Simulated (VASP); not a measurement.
These are LDA (Ceperley-Alder, Perdew-Zunger), VASP's LDA PAW potentials (set 64) (plane waves; VASP 6.6.1) values and carry that method's errors.

Input for VASP

POSCAR:
```
GeO2
1
    4.3908146756     0.0000000000     0.0000000000
   -0.0000000000     4.3908146756     0.0000000000
    0.0000000000     0.0000000000     2.8730956551
Ge O
2 4
Direct
  0.0000000000   0.0000000000   0.0000000000
  0.5000000000   0.5000000000   0.5000000000
  0.3057472358   0.3057472358   0.0000000000
  0.8057472358   0.1942527642   0.5000000000
  0.1942527642   0.8057472358   0.5000000000
  0.6942527642   0.6942527642   0.0000000000
```

**INCAR**
```
ALGO=Normal
EDIFF=1E-6
EDIFFG=-0.02
ENCUT=520
IBRION=2
ISIF=3
ISMEAR=0
LASPH=T
LCHARG=F
LMAXMIX=4
LREAL=F
LWAVE=F
NELM=100
NSW=60
PREC=Accurate
SIGMA=0.05
SYSTEM=GeO2
```

### KPOINTS
```
Regular mesh
0
G
 5 5 7
0 0 0
```

POTCAR, in this order: Ge_d O (LDA.64 set). Program: vasp_std.

Output

File OSZICAR:
```
       N       E                     dE             d eps       ncg     rms          rms(c)
DAV:   1     0.592801681561E+03    0.59280E+03   -0.26736E+04  1968   0.444E+03
DAV:   2     0.459368062721E+02   -0.54686E+03   -0.52775E+03  1584   0.947E+02
DAV:   3    -0.445962216852E+02   -0.90533E+02   -0.89826E+02  1747   0.230E+02
DAV:   4    -0.491794958926E+02   -0.45833E+01   -0.45660E+01  1762   0.611E+01
DAV:   5    -0.492880968996E+02   -0.10860E+00   -0.10855E+00  1756   0.933E+00    0.145E+01
DAV:   6    -0.439683394696E+02    0.53198E+01   -0.18943E+01  2383   0.822E+01    0.477E+00
DAV:   7    -0.439406237501E+02    0.27716E-01   -0.14651E+00  1719   0.751E+00    0.272E+00
DAV:   8    -0.438691578645E+02    0.71466E-01   -0.17053E-01  2201   0.554E+00    0.519E-01
DAV:   9    -0.438616378766E+02    0.75200E-02   -0.35230E-02  2319   0.304E+00    0.141E-01
DAV:  10    -0.438616848752E+02   -0.46999E-04   -0.20697E-03  2058   0.396E-01    0.611E-02
DAV:  11    -0.438616829472E+02    0.19281E-05   -0.71852E-05  1948   0.135E-01    0.239E-02
DAV:  12    -0.438616784229E+02    0.45243E-05   -0.14684E-05  2119   0.921E-02    0.648E-03
DAV:  13    -0.438616783458E+02    0.77093E-07   -0.42446E-06  1709   0.215E-02
   1 F= -.43861678E+02 E0= -.43861678E+02  d E =-.438617E+02
       N       E                     dE             d eps       ncg     rms          rms(c)
DAV:   1    -0.438706203724E+02   -0.89419E-02   -0.17114E-01  2158   0.766E+00    0.655E-01
DAV:   2    -0.438637205211E+02    0.68999E-02   -0.16574E-02  2117   0.178E+00    0.284E-01
DAV:   3    -0.438618126525E+02    0.19079E-02   -0.32314E-03  2312   0.137E+00    0.871E-02
DAV:   4    -0.438615597775E+02    0.25287E-03   -0.54785E-04  2335   0.370E-01    0.327E-02
DAV:   5    -0.438615493863E+02    0.10391E-04   -0.13782E-04  2310   0.131E-01    0.195E-02
DAV:   6    -0.438615467758E+02    0.26105E-05   -0.17728E-05  2047   0.548E-02    0.301E-03
DAV:   7    -0.438615460346E+02    0.74121E-06   -0.16517E-06  1123   0.297E-02
   2 F= -.43861546E+02 E0= -.43861546E+02  d E =0.132311E-03
       N       E                     dE             d eps       ncg     rms          rms(c)
DAV:   1    -0.438649160214E+02   -0.33692E-02   -0.57751E-02  2136   0.450E+00    0.379E-01
DAV:   2    -0.438626076875E+02    0.23083E-02   -0.55494E-03  2117   0.102E+00    0.164E-01
DAV:   3    -0.438619671343E+02    0.64055E-03   -0.10921E-03  2291   0.784E-01    0.500E-02
DAV:   4    -0.438618829197E+02    0.84215E-04   -0.18249E-04  2328   0.212E-01    0.188E-02
DAV:   5    -0.438618793281E+02    0.35916E-05   -0.46739E-05  2275   0.751E-02    0.113E-02
DAV:   6    -0.438618784134E+02    0.91471E-06   -0.62759E-06  1946   0.319E-02
   3 F= -.43861878E+02 E0= -.43861878E+02  d E =-.200068E-03
       N       E                     dE             d eps       ncg     rms          rms(c)
DAV:   1    -0.438619728598E+02   -0.93532E-04   -0.20518E-03  2152   0.840E-01    0.724E-02
DAV:   2    -0.438618879428E+02    0.84917E-04   -0.20481E-04  2117   0.195E-01    0.311E-02
DAV:   3    -0.438618648429E+02    0.23100E-04   -0.38904E-05  2262   0.149E-01    0.974E-03
DAV:   4    -0.438618616604E+02    0.31825E-05   -0.60124E-06  2006   0.414E-02    0.348E-03
DAV:   5    -0.438618615302E+02    0.13023E-06   -0.14521E-06  1065   0.169E-02
   4 F= -.43861862E+02 E0= -.43861862E+02  d E =-.183184E-03
```

**OUTCAR**
```
------------------------ aborting loop because EDIFF is reached ----------------------------------------
  FORCE on cell =-STRESS in cart. coord.  units (eV):
  Direction    XX          YY          ZZ          XY          YZ          ZX
  --------------------------------------------------------------------------------------
  Total       -0.0918779     -0.0918779      0.0260365      0.0000000      0.0000000      0.0000000
  in kB       -2.6615181     -2.6615181      0.7542259      0.0000000      0.0000000      0.0000000
  external PRESSURE =      -1.5229368 kB  Pullay stress =       0.0000000 kB
  volume of cell :       55.31
      direct lattice vectors                 reciprocal lattice vectors
     4.388219103  0.000000000  0.000000000     0.227882878  0.000000000  0.000000000
    -0.000000000  4.388219103  0.000000000    -0.000000000  0.227882878  0.000000000
     0.000000000  0.000000000  2.872206891     0.000000000  0.000000000  0.348164334
 POSITION                                       TOTAL-FORCE (eV/Angst)
 -----------------------------------------------------------------------------------
      0.00000      0.00000      0.00000        -0.000000     -0.000000     -0.000000
      2.19411      2.19411      1.43610         0.000000     -0.000000     -0.000000
      1.34171      1.34171      0.00000        -0.004838     -0.004838      0.000000
      3.53582      0.85240      1.43610        -0.004838      0.004838     -0.000000
      0.85240      3.53582      1.43610         0.004838     -0.004838     -0.000000
      3.04651      3.04651      0.00000         0.004838      0.004838     -0.000000
 -----------------------------------------------------------------------------------
    total drift:                                0.000000      0.000000      0.000000
  FREE ENERGIE OF THE ION-ELECTRON SYSTEM (eV)
  ---------------------------------------------------
  free  energy   TOTEN  =       -43.8618615302 eV

  energy  without entropy=      -43.8618615302  energy(sigma->0) =      -43.86186153

 reached required accuracy - stopping structural energy minimisation
```
(Selected blocks of OUTCAR.)

### CONTCAR
```
GeO2
   1.00000000000000
     4.3882191032936051    0.0000000000000000    0.0000000000000000
    -0.0000000000000000    4.3882191032936051    0.0000000000000000
     0.0000000000000000    0.0000000000000000    2.8722068910905909
  Ge              O
     2     4
Direct
     0.0000000000000000    0.0000000000000000    0.0000000000000000
     0.5000000000000000    0.5000000000000000    0.5000000000000000
     0.3057535521475084    0.3057535521475084    0.0000000000000000
     0.8057535521475084    0.1942464478524916    0.5000000000000000
     0.1942464478524916    0.8057535521475084    0.5000000000000000
     0.6942464478524916    0.6942464478524916    0.0000000000000000
```

The compound is GeO2 in the rutile structure. This run relaxes it. Symmetry was kept, so distortions that lower it aren't found. The start is the result of an earlier pass.
